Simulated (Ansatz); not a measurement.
Input, command and steps of an Ansatz relaxation.

```yaml
crystal:
  lattice:
    - [4.5202310466, 0.0, 0.0]
    - [0.0, 4.5202310466, 0.0]
    - [0.0, 0.0, 4.5202310466]
  atoms:
    - { symbol: Si, position: [0.8463624098, 0.8463624098, 0.8463624098] }
    - { symbol: Si, position: [0.6536375902, 0.1536375902, 0.3463624098] }
    - { symbol: Si, position: [0.3463624098, 0.6536375902, 0.1536375902] }
    - { symbol: Si, position: [0.1536375902, 0.3463624098, 0.6536375902] }
    - { symbol: Ni, position: [0.1489587222, 0.1489587222, 0.1489587222] }
    - { symbol: Ni, position: [0.3510412778, 0.8510412778, 0.6489587222] }
    - { symbol: Ni, position: [0.6489587222, 0.3510412778, 0.8510412778] }
    - { symbol: Ni, position: [0.8510412778, 0.6489587222, 0.3510412778] }
basis:
  ecutwfc: 420
kpoints:
  mp_grid: { grid: [8, 8, 8] }
hamiltonian:
  xc: pbe
scf:
  occupations: { method: gaussian, width: 0.1 }
output:
  forces: true
  stress: true
  eigenvalues: true
  write_density: true
  write_potential: true
  elf: true
  volumetric_format: npy
relax:
  adjacent_minimum: "off"
  f_tol: 0.005
  max_steps: 80
  cell: { stress_tol: 0.05 }
```

```bash
ansatz run input.yaml --threads 2 --pin off --max-ram 5120MiB --backend cpu --events-out ev --progress --plain --runs-dir out
```

Computed with DFT PBE, scalar-relativistic, plane waves, PAW in Ansatz.

Of 4 frames 3 are shown, positions in Å and forces in eV/Å; the SCF threshold varies from step to step. Steps run on the plane waves of an earlier cell, with a Pulay correction in the pressure. The basis is chosen afresh for the last frame, the zero of the energies, and at times for earlier ones too; energy and pressure step there, also at an unchanged geometry. Spin polarisation was left out; whether the Ni atoms would carry moments isn't shown by this run.

```xyz
8
Lattice="4.5202 0.0000 0.0000 0.0000 4.5202 0.0000 0.0000 0.0000 4.5202" Properties=species:S:1:pos:R:3:forces:R:3 pbc="T T T" step=1 free_energy_over_end_meV_per_atom=0.01 pressure_GPa=-0.19
Si    3.8258    3.8258    3.8258    0.0021    0.0021    0.0021
Si    2.9546    0.6945    1.5656   -0.0021   -0.0021    0.0021
Si    1.5656    2.9546    0.6945    0.0021   -0.0021   -0.0021
Si    0.6945    1.5656    2.9546   -0.0021    0.0021   -0.0021
Ni    0.6733    0.6733    0.6733   -0.0049   -0.0049   -0.0049
Ni    1.5868    3.8469    2.9334    0.0049    0.0049   -0.0049
Ni    2.9334    1.5868    3.8469   -0.0049    0.0049    0.0049
Ni    3.8469    2.9334    1.5868    0.0049   -0.0049    0.0049
8
Lattice="4.5194 0.0000 0.0000 0.0000 4.5194 0.0000 0.0000 0.0000 4.5194" Properties=species:S:1:pos:R:3:forces:R:3 pbc="T T T" step=2 free_energy_over_end_meV_per_atom=0.00 pressure_GPa=-0.08
Si    3.8251    3.8251    3.8251    0.0014    0.0014    0.0014
Si    2.9540    0.6943    1.5654   -0.0014   -0.0014    0.0014
Si    1.5654    2.9540    0.6943    0.0014   -0.0014   -0.0014
Si    0.6943    1.5654    2.9540   -0.0014    0.0014   -0.0014
Ni    0.6731    0.6731    0.6731   -0.0040   -0.0040   -0.0040
Ni    1.5866    3.8463    2.9327    0.0040    0.0040   -0.0040
Ni    2.9327    1.5866    3.8463   -0.0040    0.0040    0.0040
Ni    3.8463    2.9327    1.5866    0.0040   -0.0040    0.0040
8
Lattice="4.5186 0.0000 0.0000 0.0000 4.5186 0.0000 0.0000 0.0000 4.5186" Properties=species:S:1:pos:R:3:forces:R:3 pbc="T T T" step=4 free_energy_over_end_meV_per_atom=0.00 pressure_GPa=0.01
Si    3.8246    3.8246    3.8246   -0.0002   -0.0002   -0.0002
Si    2.9533    0.6940    1.5653    0.0002    0.0002   -0.0002
Si    1.5653    2.9533    0.6940   -0.0002    0.0002    0.0002
Si    0.6940    1.5653    2.9533    0.0002   -0.0002    0.0002
Ni    0.6726    0.6726    0.6726   -0.0020   -0.0020   -0.0020
Ni    1.5868    3.8461    2.9319    0.0020    0.0020   -0.0020
Ni    2.9319    1.5868    3.8461   -0.0020    0.0020    0.0020
Ni    3.8461    2.9319    1.5868    0.0020   -0.0020    0.0020
```

The run took 56 s on 2 threads of Arm Neoverse V1, on a shared host, peak memory 0.47 GiB.